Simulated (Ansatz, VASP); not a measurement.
**Two plane-wave programs on Ag**

INCAR

```
ALGO = Normal
EDIFF = 1E-8
ENCUT = 520
GGA = PE
ISIF = 2
ISMEAR = -1
LASPH = T
LCHARG = F
LEFG = T
LREAL = F
LWAVE = F
NBANDS = 12
NELM = 60
PREC = Accurate
SIGMA = 0.05
```

KPOINTS

```
k-points
0
Gamma
  12 12 12
```

The input POSCAR:

```
Ag
1.0
    2.7236600968      0.0000000000      0.0000000000
    0.0000000000      2.7236600968      0.0000000000
    0.0000000000      0.0000000000      2.7236600968
Ag
1
Direct
    0.0000000000      0.0000000000      0.0000000000
```

Input for Ansatz:

```yaml
crystal:
  lattice:
    - [2.7236600968, 0.0, 0.0]
    - [0.0, 2.7236600968, 0.0]
    - [0.0, 0.0, 2.7236600968]
  atoms:
    - { symbol: Ag, position: [0.0, 0.0, 0.0] }
kpoints:
  mp_grid: { grid: [12, 12, 12] }
scf:
  occupations: { method: fermi_dirac, width: 0.05 }
hamiltonian:
  xc: pbe
  pseudopotentials: { kind: paw }
output:
  forces: true
  stress: true
  eigenvalues: true
  efg: { contact_densities: true }
```

Change from the starting cell: volume scaled by 0.97, PAW files.

Alike in both runs: task electric field gradients; functional PBE; k mesh 12 × 12 × 12; occupations fermi-dirac, width 0.05 eV; no spin polarisation.

|  | VASP | Ansatz |
| --- | --- | --- |
| version | VASP 6.6.1 | Ansatz 0.2.0 |
| potentials or method | VASP PAW PBE potentials, release 64 (Ag) | PAW with Ansatz's default frozen-core files, scalar-relativistic |
| plane-wave cutoff (eV) | 520 | 420 |
| valence electrons in the cell | 11 | 19 |

|  | VASP | Ansatz | Ansatz less VASP |
| --- | --- | --- | --- |
| pressure (GPa) | 2.1 | 2.2 | +0.12 |
| Vzz of the field gradient on the site that differs most (V/Å²) | 0.0 | 0.0 | 0.00 |

With one functional, cell and mesh, what is left measures potentials, basis and numerics. The two sets of potentials don't hold the same shells in valence. Ansatz warned: «gradients_without_spin_orbit».
